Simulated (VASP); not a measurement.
# SnO2 (Imma) in VASP: a series of runs, part 2 of 2

VASP 6.6.1. The steps go on from the part before.

### 4 Electric field gradients, PBE

Input file INCAR:

```
SYSTEM = SnO2
  PREC = Accurate
  ENCUT = 520
  EDIFF = 1E-8
  ISMEAR = 0
  SIGMA = 0.02
  LREAL = .FALSE.
  LASPH = .TRUE.
  NELM = 60
  ALGO = Normal
  ISIF = 2
  LWAVE = .FALSE.
  LCHARG = .FALSE.
  GGA = PE
  LEFG = .TRUE.
```

Input file KPOINTS:

```
regular mesh
0
G
  5 5 5
  0 0 0
```

Input file POSCAR:

```
SnO2
1.0
   -3.2488970000      3.4144700000      3.4140210000
    3.2488970000     -3.4144700000      3.4140210000
    3.2488970000      3.4144700000     -3.4140210000
Sn O
4 8
Direct
    0.5000000000      0.0000000000      0.0000000000
    0.5000000000      0.5000000000      0.5000000000
    0.0035990000      0.7535990000      0.2500000000
    0.9964010000      0.2464010000      0.7500000000
    0.8064960000      0.8037740000      0.4972780000
    0.8064960000      0.3092180000      0.0027220000
    0.3024350000      0.2459400000      0.0564950000
    0.6894450000      0.2459400000      0.4435050000
    0.3105550000      0.7540600000      0.5564950000
    0.1935040000      0.6907820000      0.9972780000
    0.6975650000      0.7540600000      0.9435050000
    0.1935040000      0.1962260000      0.5027220000
```

Potentials or basis: VASP PAW PBE potentials, release 64 (Sn_d, O).

Started as:

```console
$ cat potpaw_PBE.64/Sn_d/POTCAR potpaw_PBE.64/O/POTCAR > POTCAR
$ mpirun -np 1 vasp_std > vasp.out
```

OUTCAR:

```text
SYSTEM = SnO2
   PREC = Accurate
   ENCUT = 520
   EDIFF = 1E-8
   ISMEAR = 0
   LREAL = .FALSE.
   LASPH = .TRUE.
   NELM = 60
   ISIF = 2
   GGA = PE

 ion  position               nearest neighbor table
   1  0.500  0.000  0.000-   6 2.09  10 2.09   7 2.09  11 2.09   8 2.09   9 2.09   2 3.25   2 3.25

   2  0.500  0.500  0.500-   5 2.09  12 2.09   9 2.09   8 2.09  11 2.09   7 2.09   1 3.25   1 3.25

   3  0.004  0.754  0.250-  10 2.09  12 2.09   9 2.09  11 2.09   5 2.10   6 2.10   4 3.25   4 3.25

   4  0.996  0.246  0.750-   6 2.09   5 2.09   8 2.09   7 2.09  12 2.10  10 2.10   3 3.25   3 3.25

   5  0.806  0.804  0.497-   4 2.09   2 2.09   3 2.10
   6  0.806  0.309  0.003-   4 2.09   1 2.09   3 2.10
   7  0.302  0.246  0.056-   4 2.09   1 2.09   2 2.09
   8  0.689  0.246  0.444-   4 2.09   2 2.09   1 2.09
   9  0.311  0.754  0.556-   3 2.09   2 2.09   1 2.09
  10  0.194  0.691  0.997-   3 2.09   1 2.09   4 2.10
  11  0.698  0.754  0.944-   3 2.09   1 2.09   2 2.09
  12  0.194  0.196  0.503-   3 2.09   2 2.09   4 2.10

  LATTYP: Found a body centered orthorhombic cell.
 ALAT       =     6.4977940000
 B/A-ratio  =     1.0508246337
 C/A-ratio  =     1.0509628345

  Lattice vectors:

 A1 = (  -3.2488970000,  -3.4144700000,   3.4140210000)
 A2 = (   3.2488970000,  -3.4144700000,  -3.4140210000)
[... 1818 lines left out ...]
   4     -51.633     3.331    48.301     0.001     0.001     0.001
   5      49.681  -113.628    63.948     0.001     0.147     0.001
   6      49.680  -113.628    63.948     0.001    -0.146     0.001
   7      49.628    63.916  -113.543     0.001     0.001     2.048
   8      49.627    63.916  -113.543     0.001     0.001    -2.045
   9      49.627    63.916  -113.543     0.001     0.001    -2.045
  10      49.680  -113.628    63.948     0.001    -0.146     0.001
  11      49.628    63.916  -113.543     0.001     0.001     2.048
  12      49.681  -113.628    63.948     0.001     0.147     0.001
---------------------------------------------------------------------

 Electric field gradients after diagonalization (V/A^2)
 (convention: |V_zz| > |V_xx| > |V_yy|)
----------------------------------------------------------------------
 ion       V_xx      V_yy      V_zz     asymmetry (V_yy - V_xx)/ V_zz
----------------------------------------------------------------------
   1      48.222     3.192   -51.414       0.876
   2      48.222     3.192   -51.414       0.876
   3      48.301     3.331   -51.633       0.871
   4      48.301     3.331   -51.633       0.871
   5      63.949    49.679  -113.628       0.126
   6      63.949    49.679  -113.628       0.126
   7      63.939    49.628  -113.567       0.126
   8      63.940    49.627  -113.567       0.126
   9      63.940    49.627  -113.567       0.126
  10      63.949    49.679  -113.628       0.126
  11      63.939    49.628  -113.567       0.126
  12      63.949    49.679  -113.628       0.126
----------------------------------------------------------------------

           NMR quadrupolar parameters

 Cq : quadrupolar parameter    Cq=e*Q*V_zz/h
 eta: asymmetry parameters     (V_yy - V_xx)/ V_zz
 Q  : nuclear electric quadrupole moment in mb (millibarn)
----------------------------------------------------------------------
 ion       Cq(MHz)       eta       Q (mb)
----------------------------------------------------------------------
   1      -0.124       0.876       1.000
   2      -0.124       0.876       1.000
   3      -0.125       0.871       1.000
   4      -0.125       0.871       1.000
   5      -0.275       0.126       1.000
   6      -0.275       0.126       1.000
   7      -0.275       0.126       1.000
   8      -0.275       0.126       1.000
   9      -0.275       0.126       1.000
  10      -0.275       0.126       1.000
  11      -0.275       0.126       1.000
  12      -0.275       0.126       1.000
----------------------------------------------------------------------
```

It took 4.6 min on 1 thread of Intel Xeon Platinum 8488C (Sapphire Rapids), shared host; peak memory 0.4 GiB.

Results:

```
Free energy            : -74.6191 eV
Pressure               : -0.2 GPa
Largest force          : 0.058 eV/Å
Band gap on the k mesh : 0.62 eV
```

Forces on the atoms (eV/Å):
```
Sn   0.000  0.000  0.000
Sn   0.000  0.000  0.000
Sn   0.000  0.000 -0.058
Sn   0.000  0.000  0.058
O    0.032  0.000  0.016
O   -0.032  0.000  0.016
O    0.000  0.017  0.032
O    0.000 -0.017  0.032
O    0.000  0.017 -0.032
O    0.032  0.000 -0.016
O    0.000 -0.017 -0.032
O   -0.032  0.000 -0.016
```

Electric field gradients, principal values (V/Å²):
```csv
atom,Vxx,Vyy,Vzz
1 Sn,3.192,48.222,-51.414
2 Sn,3.192,48.222,-51.414
3 Sn,3.331,48.301,-51.633
4 Sn,3.331,48.301,-51.633
5 O,49.679,63.949,-113.628
6 O,49.679,63.949,-113.628
7 O,49.628,63.939,-113.567
8 O,49.627,63.940,-113.567
9 O,49.627,63.940,-113.567
10 O,49.679,63.949,-113.628
11 O,49.628,63.939,-113.567
12 O,49.679,63.949,-113.628
```

Caveat: spin-orbit coupling is left out, which moves the levels of the heavy elements. As with any semilocal functional, this PBE gap is likely too small.

### 5 Overview

| task | further INCAR settings | k mesh for the DOS | occupations for the DOS | gap on the mesh (eV) | pressure (GPa) | largest force (eV/Å) |
| --- | --- | --- | --- | --- | --- | --- |
| optical spectrum | ALGO = Fast; EDIFF = 1e-07; NBANDS = 76 | - | - | 0.62 | -0.2 | 0.06 |
| density of states | ALGO = Normal; EDIFF = 1e-07 | 8 × 8 × 8 | tetrahedron | - | - | - |
| electric field gradients | ALGO = Normal; EDIFF = 1e-08 | - | - | 0.62 | -0.2 | 0.06 |

Alike in all rows: level PBE; potentials or basis VASP PAW PBE potentials, release 64 (Sn_d, O); no spin polarisation; cell as given; k mesh 5 × 5 × 5; cutoff (eV) 520; smearing gaussian 0.02 eV.

Caveats: spin-orbit coupling is left out, which moves the levels of the heavy elements (some runs); spectra need much finer meshes, so this one isn't converged (some runs); independent-particle spectra lack excitons (some runs).

Total energies depend on the potentials used, so only differences within one code and one set of settings carry meaning.
